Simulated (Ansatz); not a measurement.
**Run record: CdO**

We look at CdO: an experimental structure (space group Fm-3m), with 2 atoms per cell. Source: COD entry 9006685; the sample's temperature and pressure aren't taken into account, and it need not be the stable phase.

Computed with DFT, r2SCAN, PAW, plane waves, scalar-relativistic (Ansatz development build ahead of 0.2.0).

Input:

```yaml
crystal:
  lattice:
    - [0.0, 2.3478, 2.3478]
    - [2.3478, 0.0, 2.3478]
    - [2.3478, 2.3478, 0.0]
  atoms:
    - { symbol: Cd, position: [0.0, 0.0, 0.0] }
    - { symbol: O, position: [0.5, 0.5, 0.5] }
hamiltonian:
  xc: r2scan
  pseudopotentials: { kind: paw }
basis:
  ecutwfc: 500
kpoints:
  mp_grid: { grid: [7, 7, 7] }
scf:
  occupations: { method: fermi_dirac, width: 0.1 }
  lower_state_search: "off"
  algorithm: density_mixing
  max_iter: 100
  mixing: { algorithm: anderson, ndim: 1, beta: 0.2, preconditioner: none }
output:
  forces: true
  stress: true
```

Launched as:
```sh
ansatz run input.yaml --threads 2 --pin off --max-ram 5120MiB --backend cpu --events-out ev --progress --plain --runs-dir out
```

What the program printed (shortened):

```
Pseudopotentials: kind: paw
Pseudopotential: Cd, paw, valence charge 20, recommended cutoff 500 eV (meta_gga), Cd.paw.azcp
Pseudopotential: O, paw, valence charge 6, recommended cutoff 500 eV (meta_gga), O.paw.azcp
Functional definition: r2SCAN
Crystal: 2 atoms, lattice volume = 25.883 Å³
Basis set: ecut = 500 eV, 645 PW (Γ), exchange–correlation on 100×100×100 points (64 copies of the dense FFT grid, shifted against one another)
Bands: 17, of which v1, the nominal top of the filled ones, is band 13 counted from 1 (12 counted from 0)
Symmetry: 48 space group operations
Space group: Fm-3m (ITA 225), of the structure as read, at distance tolerance 3.0e-5 Å
k-points: 20 of 343
Non-local potential: Cd, projectors of the file, l = 0: 3, l = 1: 2, l = 2: 2, l = 3: 1
Non-local potential: O, projectors of the file, l = 0: 2, l = 1: 2, l = 2: 1
PAW frozen core: Cd, regenerated for the run's functional (the file was generated under x = pbe(κ = 0.804, μ = 0.2195149727645171), c = pbe(β = 0.06672455060314922))
PAW frozen core: O, regenerated for the run's functional (the file was generated under x = pbe(κ = 0.804, μ = 0.2195149727645171), c = pbe(β = 0.06672455060314922))
Initial density: superposition of atomic densities (neutral atoms: chi_scale 0, normalization atom), corrected by the library's trained network
Initial wavefunctions: pseudopotential atomic-orbital guess
Functional: x = r2scan, c = r2scan; τ floored in thin density (d = 2e-4 eV/Å³)
SCF iter   1: F=-8836.666542 eV  HF=-8836.658671 eV  |F-HF|=7.87e-3  |Δ(HF+E_count)|=         —  Δρ=1.17e-2  dr2=3.18e-2  dr2_τ=5.58e-2  ethr=1.77e-3  ⟨swp⟩=4.5  Hψ=1546  notcnv=0
SCF iter   2: F=-8836.674233 eV  HF=-8836.678150 eV  |F-HF|=3.92e-3  |Δ(HF+E_count)|=   1.95e-2  Δρ=8.38e-3  dr2=1.30e-2  dr2_τ=1.43e-3  ethr=1.22e-4  ⟨swp⟩=2.0  Hψ=660  notcnv=0
SCF iter   3: F=-8836.676752 eV  HF=-8836.677286 eV  |F-HF|=5.34e-4  |Δ(HF+E_count)|=   8.64e-4  Δρ=6.29e-3  dr2=5.32e-3  dr2_τ=8.99e-4  ethr=4.99e-5  ⟨swp⟩=1.0  Hψ=420  notcnv=0
SCF iter   4: F=-8836.677207 eV  HF=-8836.677248 eV  |F-HF|=4.08e-5  |Δ(HF+E_count)|=   3.80e-5  Δρ=5.00e-3  dr2=2.80e-3  dr2_τ=5.25e-4  ethr=2.05e-5  ⟨swp⟩=1.0  Hψ=420  notcnv=0
SCF iter   5: F=-8836.677330 eV  HF=-8836.677277 eV  |F-HF|=5.27e-5  |Δ(HF+E_count)|=   2.96e-5  Δρ=4.01e-3  dr2=1.61e-3  dr2_τ=3.24e-4  ethr=1.08e-5  ⟨swp⟩=1.0  Hψ=420  notcnv=0
SCF iter   6: F=-8836.677374 eV  HF=-8836.677314 eV  |F-HF|=6.00e-5  |Δ(HF+E_count)|=   3.69e-5  Δρ=3.21e-3  dr2=9.68e-4  dr2_τ=2.03e-4  ethr=6.19e-6  ⟨swp⟩=1.0  Hψ=420  notcnv=0
SCF iter   7: F=-8836.677395 eV  HF=-8836.677345 eV  |F-HF|=5.01e-5  |Δ(HF+E_count)|=   3.04e-5  Δρ=2.57e-3  dr2=5.94e-4  dr2_τ=1.29e-4  ethr=3.72e-6  ⟨swp⟩=1.0  Hψ=420  notcnv=0
SCF iter   8: F=-8836.677406 eV  HF=-8836.677367 eV  |F-HF|=3.82e-5  |Δ(HF+E_count)|=   2.27e-5  Δρ=2.06e-3  dr2=3.69e-4  dr2_τ=8.20e-5  ethr=2.29e-6  ⟨swp⟩=1.0  Hψ=420  notcnv=0
SCF iter   9: F=-8836.677408 eV  HF=-8836.677379 eV  |F-HF|=2.81e-5  |Δ(HF+E_count)|=   1.21e-5  Δρ=1.64e-3  dr2=2.31e-4  dr2_τ=5.25e-5  ethr=1.42e-6  ⟨swp⟩=1.0  Hψ=420  notcnv=0
SCF iter  10: F=-8836.677407 eV  HF=-8836.677387 eV  |F-HF|=2.02e-5  |Δ(HF+E_count)|=   7.43e-6  Δρ=1.31e-3  dr2=1.46e-4  dr2_τ=3.37e-5  ethr=8.90e-7  ⟨swp⟩=1.0  Hψ=420  notcnv=0
SCF iter  11: F=-8836.677408 eV  HF=-8836.677394 eV  |F-HF|=1.44e-5  |Δ(HF+E_count)|=   6.69e-6  Δρ=1.05e-3  dr2=9.20e-5  dr2_τ=2.16e-5  ethr=5.60e-7  ⟨swp⟩=1.0  Hψ=420  notcnv=0
SCF iter  12: F=-8836.677395 eV  HF=-8836.677385 eV  |F-HF|=1.02e-5  |Δ(HF+E_count)|=   8.68e-6  Δρ=8.38e-4  dr2=5.83e-5  dr2_τ=1.40e-5  ethr=3.54e-7  ⟨swp⟩=1.0  Hψ=340  notcnv=0
SCF iter  13: F=-8836.677396 eV  HF=-8836.677389 eV  |F-HF|=7.19e-6  |Δ(HF+E_count)|=   3.84e-6  Δρ=6.70e-4  dr2=3.70e-5  dr2_τ=9.00e-6  ethr=2.24e-7  ⟨swp⟩=1.0  Hψ=340  notcnv=0
SCF iter  14: F=-8836.677396 eV  HF=-8836.677391 eV  |F-HF|=5.03e-6  |Δ(HF+E_count)|=   2.69e-6  Δρ=5.35e-4  dr2=2.35e-5  dr2_τ=5.82e-6  ethr=1.42e-7  ⟨swp⟩=1.0  Hψ=340  notcnv=0
SCF iter  15: F=-8836.677397 eV  HF=-8836.677393 eV  |F-HF|=3.51e-6  |Δ(HF+E_count)|=   1.87e-6  Δρ=4.28e-4  dr2=1.50e-5  dr2_τ=3.76e-6  ethr=9.04e-8  ⟨swp⟩=1.0  Hψ=340  notcnv=0
SCF iter  16: F=-8836.677397 eV  HF=-8836.677395 eV  |F-HF|=2.43e-6  |Δ(HF+E_count)|=   1.30e-6  Δρ=3.42e-4  dr2=9.53e-6  dr2_τ=2.44e-6  ethr=5.75e-8  ⟨swp⟩=1.0  Hψ=340  notcnv=0
SCF iter  17: F=-8836.677397 eV  HF=-8836.677396 eV  |F-HF|=1.68e-6  |Δ(HF+E_count)|=   9.01e-7  Δρ=2.74e-4  dr2=6.08e-6  dr2_τ=1.58e-6  ethr=3.67e-8  ⟨swp⟩=1.0  Hψ=340  notcnv=0
SCF iter  18: F=-8836.677397 eV  HF=-8836.677396 eV  |F-HF|=1.16e-6  |Δ(HF+E_count)|=   6.22e-7  Δρ=2.19e-4  dr2=3.89e-6  dr2_τ=1.02e-6  ethr=2.34e-8  ⟨swp⟩=1.0  Hψ=340  notcnv=0
SCF iter  19: F=-8836.677397 eV  HF=-8836.677397 eV  |F-HF|=7.97e-7  |Δ(HF+E_count)|=   4.28e-7  Δρ=1.75e-4  dr2=2.48e-6  dr2_τ=6.65e-7  ethr=1.49e-8  ⟨swp⟩=1.0  Hψ=340  notcnv=0
SCF iter  20: F=-8836.677397 eV  HF=-8836.677397 eV  |F-HF|=5.47e-7  |Δ(HF+E_count)|=   2.94e-7  Δρ=1.40e-4  dr2=1.59e-6  dr2_τ=4.32e-7  ethr=9.55e-9  ⟨swp⟩=1.0  Hψ=340  notcnv=0
SCF iter  21: F=-8836.677397 eV  HF=-8836.677397 eV  |F-HF|=3.74e-7  |Δ(HF+E_count)|=   2.01e-7  Δρ=1.12e-4  dr2=1.02e-6  dr2_τ=2.81e-7  ethr=6.11e-9  ⟨swp⟩=1.0  Hψ=340  notcnv=0
SCF iter  22: F=-8836.677397 eV  HF=-8836.677397 eV  |F-HF|=2.55e-7  |Δ(HF+E_count)|=   1.38e-7  Δρ=9.01e-5  dr2=6.53e-7  dr2_τ=1.83e-7  ethr=3.92e-9  ⟨swp⟩=1.0  Hψ=340  notcnv=0
SCF iter  23: F=-8836.677397 eV  HF=-8836.677397 eV  |F-HF|=1.74e-7  |Δ(HF+E_count)|=   9.39e-8  Δρ=7.23e-5  dr2=4.19e-7  dr2_τ=1.19e-7  ethr=2.51e-9  ⟨swp⟩=1.0  Hψ=340  notcnv=0
SCF iter  24: F=-8836.677397 eV  HF=-8836.677397 eV  |F-HF|=1.19e-7  |Δ(HF+E_count)|=   6.40e-8  Δρ=5.80e-5  dr2=2.69e-7  dr2_τ=7.75e-8  ethr=1.61e-9  ⟨swp⟩=1.0  Hψ=340  notcnv=0
SCF iter  25: F=-8836.677398 eV  HF=-8836.677397 eV  |F-HF|=8.05e-8  |Δ(HF+E_count)|=   4.35e-8  Δρ=4.65e-5  dr2=1.73e-7  dr2_τ=5.05e-8  ethr=1.04e-9  ⟨swp⟩=1.0  Hψ=340  notcnv=0
SCF iter  26: F=-8836.677398 eV  HF=-8836.677397 eV  |F-HF|=5.47e-8  |Δ(HF+E_count)|=   2.95e-8  Δρ=3.73e-5  dr2=1.12e-7  dr2_τ=3.30e-8  ethr=6.66e-10  ⟨swp⟩=1.0  Hψ=340  notcnv=0
SCF iter  27: F=-8836.677398 eV  HF=-8836.677397 eV  |F-HF|=3.70e-8  |Δ(HF+E_count)|=   2.00e-8  Δρ=3.00e-5  dr2=7.19e-8  dr2_τ=2.15e-8  ethr=3.85e-10  ⟨swp⟩=3.0  Hψ=942  notcnv=0
SCF 1 converged in 27 iterations: F = -8836.677398 eV  dr2 = 7.19e-8
  greatest PAW one-centre occupation: 1.002 electrons in one spin orbital (limit 2), on the Cd atom at site 0 (counted from 0), in its partial waves of l = 1
SCF converged after 27 iterations
Stability not checked: this state was not tested for a lower state beside it, because the mixer in use, unlike msr1, does not test its closes by its own steps (another_mixer; see scf.mixing.algorithm and scf.lower_state_search)
Free energy (F): -8836.677398 eV
Harris-Foulkes:  -8836.677397 eV  (|F-HF|=3.70e-8)
Internal energy: -8836.674436 eV  (E = F + TS)
E sigma→0 (E₀):  -8836.675917 eV
Entropy (-TS):   -0.002961 eV (-1.481 meV/atom)
Fermi energy:    12.726464 eV
--- Per-component energies (eV) ---
  E_band       = -379.856683
  E_kinetic    = 681.917563
  E_local      = -3035.630168  (includes V_loc(G=0)·N_el)
  E_nonlocal   = 84.487252
  E_hartree    = 1409.041402
  E_xc         = -241.752138
  E_vxc        = -351.040864  (∫ρ·V_xc dr)
  E_paw        = -4268.034689  (= ΣΔE_a)
  E_vpaw       = -601.379573  (= ΣTr[D̂ρ^β])
  E_aug_tail   = 0.001058  (compensation charges beyond the density's cutoff)
  E_vtau       = 23.710327  (kinetic-family band-sum trace: ∫τ·v_τ [+ j·A + Jᵃ·Aᵃ] dr)
  E_ewald      = -3466.108004
  E_core_change = -0.596712  (= ΣΔE_core)
  E_smearing   = -0.002961  (= −TS)
  E_closure    = 0.000000  (closes the sum)
  Σ components = -8836.677398   (vs F -8836.677398, Δ=0.00e0)
--- Forces (eV/Å), atoms counted from 1 ---
  atom   1  Cd    -0.00000000     0.00000000    -0.00000000
  atom   2  O      0.00000000    -0.00000000     0.00000000
  max |Σ_I F_I| component: 8.81e-30 eV/Å
--- Stress (GPa, compression-positive) ---
        1.054546       0.000000      -0.000000
       -0.000000       1.054546      -0.000000
        0.000000      -0.000000       1.054546
  P = ⅓ Tr σ = 1.0545 GPa (10.545 kbar)
```

The run took 1.9 s on 2 threads of Arm Neoverse V2, on a shared host, peak memory 0.33 GiB.
